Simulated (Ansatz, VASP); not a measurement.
Cd in VASP and in Ansatz

```
CELL_PARAMETERS angstrom
0.00000 2.23284 2.23284
2.23284 0.00000 2.23284
2.23284 2.23284 0.00000
ATOMIC_POSITIONS crystal
Cd 0.00000 0.00000 0.00000
```

Change from the starting cell: volume scaled by 1.02.

Alike in both runs: task single point; functional PBEsol; dispersion D4; k mesh 8 × 8 × 8; occupations methfessel-paxton of order 1, width 0.05 eV; non-collinear spin, spin-orbit coupling.

```csv
,VASP,Ansatz
version,VASP 6.6.1,Ansatz 0.2.0
potentials or method,"VASP PAW PBE potentials, release 64 (Cd), cutoff 520 eV","all-electron LAPW, relativistic spinors"
```

Ansatz gave:

| Property | Result |
| --- | --- |
| gap on the k mesh at the Fermi level (eV) | none |
| pressure (GPa) | -4.7 |
| net moment per atom (μB) | 0.00 |
| dispersion energy (meV/atom) | -229.5 |

What did VASP give for the same quantities?

gap on the k mesh at the Fermi level (eV): none; pressure (GPa): -4.4; net moment per atom (μB): 0.00; dispersion energy (meV/atom): -229.3.

A gap of «none» marks a metal or a gap that the smearing closes. Ansatz ran all-electron here, so the differences hold the error of VASP's frozen core and of both bases.

Caveats: the PAW data sets were made with another functional, which shifts forces and pressure a little (VASP); the k mesh is thin for a metal, which can move the energy by tens of meV per atom (Ansatz); pairwise dispersion overbinds metals, which lowers pressure and volume (Ansatz); the starting moments weren't kept (Ansatz).
